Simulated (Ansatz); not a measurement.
Calculated coordination and ¹⁷O quadrupole coupling for HfO₂

Cell: a COD entry whose atoms were relaxed with PBE, the cell held.

Space group P2_1/c (No. 14); a = 5.1180, b = 5.1857, c = 5.2841 Å, β = 99.35°.

```
site  Wyckoff  site symmetry       x       y       z
  Hf       4e              1  0.2767  0.0419  0.2081
  O5       4e              1  0.4466  0.7584  0.4803
  O9       4e              1  0.0726  0.3393  0.3389
```

One atom of each set is listed.

All values are calculated (Ansatz; DFT, r2SCAN, plane waves and PAW, scalar-relativistic, 500 eV cutoff, Γ-centred 6×6×6 k-points, Fermi–Dirac smearing 0.02 eV), not measured.

Q(¹⁷O) = -25.58 mb.

**Question.** Order the O environments from the weakest to the strongest quadrupole coupling.
A. O9: 3 Hf at 2.04–2.15 Å
B. O5: 4 Hf at 2.14–2.24 Å

**Answer.** B (0.692 MHz, η = 0.97), A (0.811 MHz, η = 0.86).

Like point charges on the first shell alone (each adding as 1/d³) would give the same order.

Without spin–orbit coupling the gradients at and beside Hf can be off by some per cent, at some sites by more.
